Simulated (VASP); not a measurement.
# SrTiO3 (Tausonite) (Pm-3m) in VASP: further runs

The runs below take SrTiO3 (Tausonite) through relaxation of cell and atoms, with PBEsol.

Program: VASP 6.6.1. These are calculated values, not measurements. Logs are shortened: lines on timing, memory, paths and dates and some standing lists are left out, and cuts for length are marked.

## (1) The crystal as given

Symmetry: Pm-3m, No. 221, cubic system. Conventional cell: a = 3.905 Å, b = 3.905 Å, c = 3.905 Å, α = 90.00°, β = 90.00°, γ = 90.00°. Sr (site symmetry m-3m) has 12 O at 2.76 Å as nearest neighbours. Ti (site symmetry m-3m) is surrounded by 6 O at 1.95 Å. O (site symmetry 4/mmm) has 2 Ti at 1.95 Å as nearest neighbours.

## (2) Relaxation of cell and atoms, PBEsol, target pressure 0.72 GPa, at which the enthalpy is minimised

INCAR

```
SYSTEM = SrTiO3
PREC = Accurate ; ENCUT = 600
EDIFF = 1E-6 ; ISMEAR = 0
SIGMA = 0.03 ; LREAL = .False.
LASPH = .True. ; NELM = 80
ALGO = Normal ; ISIF = 3
LWAVE = .False. ; LCHARG = .False.
GGA = PS ; IBRION = 2
NSW = 90 ; EDIFFG = -0.01
PSTRESS = 7.2
```

KPOINTS

```
regular mesh
0
Gamma
  8 8 8
  0 0 0
```

POSCAR

```
SrTiO3
1.0
    3.9052800000      0.0000000000      0.0000000000
    0.0000000000      3.9052800000      0.0000000000
    0.0000000000      0.0000000000      3.9052800000
Sr Ti O
1 1 3
Direct
    0.5000000000      0.5000000000      0.5000000000
    0.0000000000      0.0000000000      0.0000000000
    0.5000000000      0.0000000000      0.0000000000
    0.0000000000      0.5000000000      0.0000000000
    0.0000000000      0.0000000000      0.5000000000
```

Potentials or basis: VASP PAW PBE potentials, release 64 (Sr_sv, Ti_sv, O).

The run is started by

```
cat potpaw_PBE.64/Sr_sv/POTCAR potpaw_PBE.64/Ti_sv/POTCAR potpaw_PBE.64/O/POTCAR > POTCAR
mpirun -np 1 vasp_std > vasp.out
```

OUTCAR:

```text
SYSTEM = SrTiO3
   PREC = Accurate
   ENCUT = 600
   EDIFF = 1E-6
   ISMEAR = 0
   LREAL = .False.
   LASPH = .True.
   NELM = 80
   ISIF = 3
   GGA = PS
   IBRION = 2
   NSW = 90
   EDIFFG = -0.01
   PSTRESS = 7.2

 ion  position               nearest neighbor table
   1  0.500  0.500  0.500-   3 2.76   4 2.76   5 2.76   3 2.76   4 2.76   3 2.76   5 2.76   3 2.76
                             4 2.76   5 2.76   4 2.76   5 2.76   2 3.38   2 3.38   2 3.38   2 3.38
   2  0.000  0.000  0.000-   3 1.95   4 1.95   5 1.95   5 1.95   4 1.95   3 1.95   1 3.38   1 3.38
                             1 3.38   1 3.38   1 3.38   1 3.38   1 3.38   1 3.38
   3  0.500  0.000  0.000-   2 1.95   2 1.95   1 2.76   1 2.76   1 2.76   1 2.76
   4  0.000  0.500  0.000-   2 1.95   2 1.95   1 2.76   1 2.76   1 2.76   1 2.76
   5  0.000  0.000  0.500-   2 1.95   2 1.95   1 2.76   1 2.76   1 2.76   1 2.76

  LATTYP: Found a simple cubic cell.
 ALAT       =     3.9052800000

  Lattice vectors:

 A1 = (   3.9052800000,   0.0000000000,   0.0000000000)
 A2 = (   0.0000000000,   3.9052800000,   0.0000000000)
 A3 = (   0.0000000000,   0.0000000000,   3.9052800000)

Analysis of symmetry for initial positions (statically):
=====================================================================
 Subroutine PRICEL returns:
 Original cell was already a primitive cell.

 Routine SETGRP: Setting up the symmetry group for a
 simple cubic supercell.

 Subroutine GETGRP returns: Found 48 space group operations
 (whereof 48 operations were pure point group operations)
 out of a pool of 48 trial point group operations.

The static configuration has the point symmetry O_h .

Analysis of symmetry for dynamics (positions and initial velocities):
=====================================================================
 Subroutine PRICEL returns:
 Original cell was already a primitive cell.

 Routine SETGRP: Setting up the symmetry group for a
 simple cubic supercell.

 Subroutine GETGRP returns: Found 48 space group operations
 (whereof 48 operations were pure point group operations)
 out of a pool of 48 trial point group operations.

The dynamic configuration has the point symmetry O_h .

 Subroutine INISYM returns: Found 48 space group operations
 (whereof 48 operations are pure point group operations),
 and found     1 'primitive' translations

----------------------------------------------------------------------------------------

                                     Primitive cell

  volume of cell :      59.5603

  direct lattice vectors                    reciprocal lattice vectors
     3.905280000  0.000000000  0.000000000     0.256063586  0.000000000  0.000000000
     0.000000000  3.905280000  0.000000000     0.000000000  0.256063586  0.000000000
     0.000000000  0.000000000  3.905280000     0.000000000  0.000000000  0.256063586

  length of vectors
     3.905280000  3.905280000  3.905280000     0.256063586  0.256063586  0.256063586

  position of ions in fractional coordinates (direct lattice)
     0.500000000  0.500000000  0.500000000
     0.000000000  0.000000000  0.000000000
     0.500000000  0.000000000  0.000000000
     0.000000000  0.500000000  0.000000000
     0.000000000  0.000000000  0.500000000

  ion indices of the primitive-cell ions
   primitive index   ion index
                 1           1
                 2           2
                 3           3
                 4           4
                 5           5

----------------------------------------------------------------------------------------

 KPOINTS: regular mesh

Automatic generation of k-mesh.
 Grid dimensions read from file:
 generate k-points for:    8    8    8

 Generating k-lattice:

  Cartesian coordinates                     Fractional coordinates (reciprocal lattice)
     0.032007948  0.000000000  0.000000000     0.125000000  0.000000000  0.000000000
     0.000000000  0.032007948  0.000000000     0.000000000  0.125000000  0.000000000
     0.000000000  0.000000000  0.032007948     0.000000000  0.000000000  0.125000000

  Length of vectors
     0.032007948  0.032007948  0.032007948

  Shift w.r.t. Gamma in fractional coordinates (k-lattice)
     0.000000000  0.000000000  0.000000000

 Subroutine IBZKPT returns following result:
 ===========================================

 Found     35 irreducible k-points:

 Following reciprocal coordinates:
            Coordinates               Weight
  0.000000  0.000000  0.000000      1.000000
  0.125000  0.000000  0.000000      6.000000
  0.250000  0.000000  0.000000      6.000000
  0.375000  0.000000  0.000000      6.000000
  0.500000  0.000000  0.000000      3.000000
  0.125000  0.125000  0.000000     12.000000
[... 16 lines left out ...]
  0.375000  0.375000  0.125000     24.000000
  0.500000  0.375000  0.125000     24.000000
 [... further k-points ...]
   k-points           NKPTS =     35   k-points in BZ     NKDIM =     35   number of bands    NBANDS=     24
   number of dos      NEDOS =    301   number of ions     NIONS =      5
   total plane-waves  NPLWV =  32768
   dimension x,y,z NGX =    32 NGY =   32 NGZ =   32
   dimension x,y,z NGXF=    64 NGYF=   64 NGZF=   64
   ions per type =               1   1   3
   NGX,Y,Z   is equivalent  to a cutoff of  13.62, 13.62, 13.62 a.u.
   NGXF,Y,Z  is equivalent  to a cutoff of  27.24, 27.24, 27.24 a.u.
 SYSTEM =  SrTiO3
   PREC   = accura    normal or accurate (medium, high low for compatibility)
   ISTART =      0    job   : 0-new  1-cont  2-samecut
   ICHARG =      2    charge: 1-file 2-atom 10-const
   ISPIN  =      1    spin polarized calculation?
   LNONCOLLINEAR =      F non collinear calculations
   LSORBIT =      F    spin-orbit coupling
   LASPH  =      T    aspherical Exc in radial PAW
   ENCUT  =  600.0 eV  44.10 Ry    6.64 a.u.   7.80  7.80  7.80*2*pi/ulx,y,z
   NELM   =     80;   NELMIN=  2; NELMDL= -5     # of ELM steps
   EDIFF  = 0.1E-05   stopping-criterion for ELM
   LREAL  =      F    real-space projection
   EDIFFG = -.1E-01   stopping-criterion for IOM
   NSW    =     90    number of steps for IOM
   IBRION =      2    ionic relax: 0-MD 1-quasi-New 2-CG
   NFREE  =      1    steps in history (QN), initial steepest desc. (CG)
   ISIF   =      3    stress and relaxation
   ISYM   =      2    0-nonsym 1-usesym 2-fastsym
   POTIM  = 0.5000    time-step for ionic-motion
   TEBEG  =    0.0;   TEEND  =   0.0 temperature during run
   PSTRESS=    7.2 pullay stress
   NELECT =      40.0000    total number of electrons
   NUPDOWN=      -1.0000    fix difference up-down
   EMIN   =  10.00;   EMAX   =-10.00  energy-range for DOS
   EFERMI =   0.00;   METHOD = LEGACY
   ISMEAR =     0;   SIGMA  =   0.03  broadening in eV -4-tet -1-fermi 0-gaus
   EFERMI_NEDOS =   21; number of points for ismear=-14 and -15
   IALGO  =     38    algorithm
   IMIX   =      4    mixing-type and parameters
     AMIX     =   0.40;   BMIX     =  1.00
     AMIX_MAG =   1.60;   BMIX_MAG =  1.00
  volume/ion in A,a.u.               =      11.91        80.39
  Fermi-wavevector in a.u.,A,eV,Ry     =   1.433648  2.709203 27.964703  2.055348
  Thomas-Fermi vector in A             =   2.553143
   LORBIT       =      0    0 simple, 1 ext, 2 COOP (PROOUT), +10 PAW based schemes
   GGA     = PS    functional components
   LHFCALC =     F    Hartree Fock is set to
   AEXX    =    0.0000 exact exchange contribution
   IVDW    =     0    specifies the selected vdW correction
   LEPSILON=     F    determine dielectric tensor
   LRPA    =     F    only Hartree local field effects (RPA)
 conjugate gradient relaxation of ions
 non-spin polarized calculation
 Gauss-broadening in eV      SIGMA  =   0.03
  energy-cutoff  :      600.00
  volume of cell :       59.56
 maximum number of plane-waves:      2008
 NGX is ok and might be reduce to    32
   NGX = 15   NGY = 15   NGZ = 15

--------------------------------------- Ionic step        1  -------------------------------------------

 number of electron      39.9999979 magnetization

 Free energy of the ion-electron system (eV)
  ---------------------------------------------------
  ext. energy  EPLUGINS =         0.00000000
  ---------------------------------------------------
  free energy    TOTEN  =       -42.02103690 eV

  energy without entropy =      -42.02103690  energy(sigma->0) =      -42.02103690

------------------------ aborting loop because EDIFF is reached ----------------------------------------

  FORCE on cell =-STRESS in cart. coord.  units (eV):
  Direction    XX          YY          ZZ          XY          YZ          ZX
  --------------------------------------------------------------------------------------
  -------------------------------------------------------------------------------------
  Total       -0.5652723     -0.5652723     -0.5652723      0.0000000     -0.0000000      0.0000000
  in kB      -15.2058877    -15.2058877    -15.2058877      0.0000000     -0.0000000      0.0000000
  external PRESSURE =     -22.4058877 kB  Pullay stress =       7.2000000 kB

 VOLUME and BASIS-vectors are now :
 -----------------------------------------------------------------------------
  energy-cutoff  :      600.00
  volume of cell :       59.56
      direct lattice vectors                 reciprocal lattice vectors
     3.905280000  0.000000000  0.000000000     0.256063586  0.000000000  0.000000000
     0.000000000  3.905280000  0.000000000     0.000000000  0.256063586  0.000000000
     0.000000000  0.000000000  3.905280000     0.000000000  0.000000000  0.256063586
[... 52 lines left out ...]
  FREE ENERGIE OF THE ION-ELECTRON SYSTEM (eV)
  ---------------------------------------------------
  free  energy   TOTEN  =       -42.0144227722 eV

  energy  without entropy=      -42.0144227722  energy(sigma->0) =      -42.01442277

  enthalpy is  TOTEN    =       -41.7531672580 eV   P V=        0.2612555142

--------------------------------------- Ionic step        3  -------------------------------------------

 number of electron      39.9999984 magnetization

 Free energy of the ion-electron system (eV)
  ---------------------------------------------------
  ext. energy  EPLUGINS =         0.00000000
  ---------------------------------------------------
  free energy    TOTEN  =       -42.02279709 eV

  energy without entropy =      -42.02279709  energy(sigma->0) =      -42.02279709

 E-fermi :   4.3269     XC(G=0): -11.6022

 val. band max:        4.1206189776   @ k =   0.5000   0.5000   0.5000
 cond. band min:       5.9431066388   @ k =   0.0000   0.0000   0.0000
 fundamental gap:      1.8224876611
 Fermi energy:         4.3268563381

 k-point     1 :       0.0000    0.0000    0.0000
  band No.  band energies     occupation
      1     -52.0311      2.00000
      2     -28.4879      2.00000
      3     -28.4015      2.00000
      4     -28.4015      2.00000
      5     -28.4015      2.00000
      6     -13.2818      2.00000
[... 16 lines left out ...]
     23       5.9431      0.00000
     24       8.5382      0.00000
[... 598 lines left out ...]
      2     -28.5056      2.00000
      3     -28.4645      2.00000
      4     -28.4115      2.00000
      5     -28.4071      2.00000
      6     -12.7682      2.00000
[... 16 lines left out ...]
     23       8.3268      0.00000
     24      10.0129      0.00000

 [... further k-points ...]

------------------------ aborting loop because EDIFF is reached ----------------------------------------

  FORCE on cell =-STRESS in cart. coord.  units (eV):
  Direction    XX          YY          ZZ          XY          YZ          ZX
  --------------------------------------------------------------------------------------
  -------------------------------------------------------------------------------------
  Total        0.2617247      0.2617247      0.2617247      0.0000000     -0.0000000     -0.0000000
  in kB        7.1251761      7.1251761      7.1251761      0.0000000     -0.0000000     -0.0000000
  external PRESSURE =      -0.0748239 kB  Pullay stress =       7.2000000 kB

 VOLUME and BASIS-vectors are now :
 -----------------------------------------------------------------------------
  energy-cutoff  :      600.00
  volume of cell :       58.85
      direct lattice vectors                 reciprocal lattice vectors
     3.889733759  0.000000000  0.000000000     0.257087004 -0.000000000 -0.000000000
     0.000000000  3.889733759 -0.000000000    -0.000000000  0.257087004  0.000000000
     0.000000000 -0.000000000  3.889733759    -0.000000000  0.000000000  0.257087004

 POSITION                                       TOTAL-FORCE (eV/Angst)
 -----------------------------------------------------------------------------------
      1.94487      1.94487      1.94487         0.000000     -0.000000      0.000000
      0.00000      0.00000      0.00000        -0.000000      0.000000      0.000000
      1.94487      0.00000      0.00000        -0.000000      0.000000      0.000000
      0.00000      1.94487     -0.00000        -0.000000      0.000000      0.000000
      0.00000     -0.00000      1.94487        -0.000000     -0.000000      0.000000
 -----------------------------------------------------------------------------------
    total drift:                                0.000000      0.000000     -0.000000

  FREE ENERGIE OF THE ION-ELECTRON SYSTEM (eV)
  ---------------------------------------------------
  free  energy   TOTEN  =       -42.0227970874 eV

  energy  without entropy=      -42.0227970874  energy(sigma->0) =      -42.02279709

  enthalpy is  TOTEN    =       -41.7583239650 eV   P V=        0.2644731224

 reached required accuracy - stopping structural energy minimisation
```

It took 48 s on 1 thread of Intel Xeon 6975P-C (Granite Rapids), shared host; peak memory 0.23 GiB.

Results:

```
Free energy                                            : -42.0228 eV
Relaxed volume                                         : 11.77 Å³/atom
Relaxed cell                                           : a = 3.890 Å, b = 3.890 Å, c = 3.890 Å, α = 90.00°, β = 90.00°, γ = 90.00°
Space group after relaxing (to 0.05 Å)                 : Pm-3m (No. 221)
Energy change on relaxing (the enthalpy is what falls) : -0.4 meV/atom
Ionic steps                                            : 3
Pressure after relaxing                                : 0.7 GPa
Band gap on the k mesh                                 : 1.82 eV, indirect (least direct gap 2.17 eV)
```

The path:
| step | energy change (eV) | largest force (eV/Å) | pressure (GPa) | volume (Å³) |
| --- | --- | --- | --- | --- |
| 1 | 0.0000 | 0.0000 | -1.52 | 59.56 |
| 2 | 0.0066 | 0.0000 | 3.06 | 58.14 |
| 3 | -0.0018 | 0.0000 | 0.71 | 58.85 |

Final structure:
```xyz
5
Lattice="3.8897 0.0000 0.0000 0.0000 3.8897 0.0000 0.0000 0.0000 3.8897" Properties=species:S:1:pos:R:3 pbc="T T T"
Sr    1.9449    1.9449    1.9449
Ti    0.0000    0.0000    0.0000
O     1.9449    0.0000    0.0000
O     0.0000    1.9449    0.0000
O     0.0000    0.0000    1.9449
```

Caveat: the cell is relaxed towards a set pressure, so the enthalpy falls and the energy may rise; the PAW data sets were made with another functional, which shifts forces and pressure a little. A hybrid or GW would open this gap; PBEsol tends to underestimate it.

## (3) Relaxation of cell and atoms, PBEsol, target pressure 0.72 GPa, at which the enthalpy is minimised

This run uses another cell than the first one, of 11.77 Å³/atom, 0.988 times its volume.

INCAR

```
SYSTEM = SrTiO3
PREC = Accurate ; ENCUT = 600
EDIFF = 1E-7 ; ISMEAR = 0
SIGMA = 0.03 ; LREAL = .False.
LASPH = .True. ; NELM = 80
ALGO = Normal ; ISIF = 3
LWAVE = .False. ; LCHARG = .False.
GGA = PS ; IBRION = 2
NSW = 90 ; EDIFFG = -0.005
PSTRESS = 7.2
```

KPOINTS is that of step 2.

POSCAR

```
SrTiO3                                  
1.0
    3.8897337593      0.0000000000      0.0000000000
    0.0000000000      3.8897337593     -0.0000000000
    0.0000000000     -0.0000000000      3.8897337593
  Sr              Ti              O             
     1     1     3
Direct
     0.5000000000000000    0.5000000000000000    0.5000000000000000
     0.0000000000000000    0.0000000000000000    0.0000000000000000
     0.5000000000000000    0.0000000000000000    0.0000000000000000
     0.0000000000000000    0.5000000000000000    0.0000000000000000
     0.0000000000000000    0.0000000000000000    0.5000000000000000
```

Potentials or basis: VASP PAW PBE potentials, release 64 (Sr_sv, Ti_sv, O).

The run is started by

```
cat potpaw_PBE.64/Sr_sv/POTCAR potpaw_PBE.64/Ti_sv/POTCAR potpaw_PBE.64/O/POTCAR > POTCAR
mpirun -np 1 vasp_std > vasp.out
```

It took 23 s on 1 thread of Intel Xeon 6975P-C (Granite Rapids), shared host; peak memory 0.21 GiB.

The run converged. Its results:

- Free energy: -42.0212 eV
- Pressure after relaxing: 0.7 GPa
- Band gap on the k mesh: 1.82 eV, indirect (least direct gap 2.17 eV)

Final structure:
```xyz
5
Lattice="3.8897 0.0000 0.0000 0.0000 3.8897 0.0000 0.0000 0.0000 3.8897" Properties=species:S:1:pos:R:3 pbc="T T T"
Sr    1.9449    1.9449    1.9449
Ti    0.0000    0.0000    0.0000
O     1.9449    0.0000    0.0000
O     0.0000    1.9449    0.0000
O     0.0000    0.0000    1.9449
```

Levels at points of the mesh, in eV from the valence-band top:
```
           k point  band 16  band 17  band 18  band 19  band 20  band 21  band 22  band 23  band 24
(0.00, 0.00, 0.00)    -1.21    -1.21    -0.35    -0.35    -0.35     1.82     1.82     1.82     4.42
(0.50, 0.00, 0.00)    -2.42    -2.42    -2.07    -0.74    -0.74     2.01     3.84     3.84     4.44
(0.50, 0.50, 0.00)    -2.95    -1.74    -1.60    -1.60    -0.10     3.85     3.85     4.30     5.42
(0.50, 0.50, 0.50)    -3.81    -3.81     0.00     0.00     0.00     4.54     4.54     4.54     6.91
```

Caveat: the relaxation stopped at its first step, so nothing moved; the cell is relaxed towards a set pressure, so the enthalpy falls and the energy may rise; the PAW data sets were made with another functional, which shifts forces and pressure a little. PBEsol gaps usually lie below the measured ones, often by a third to a half.
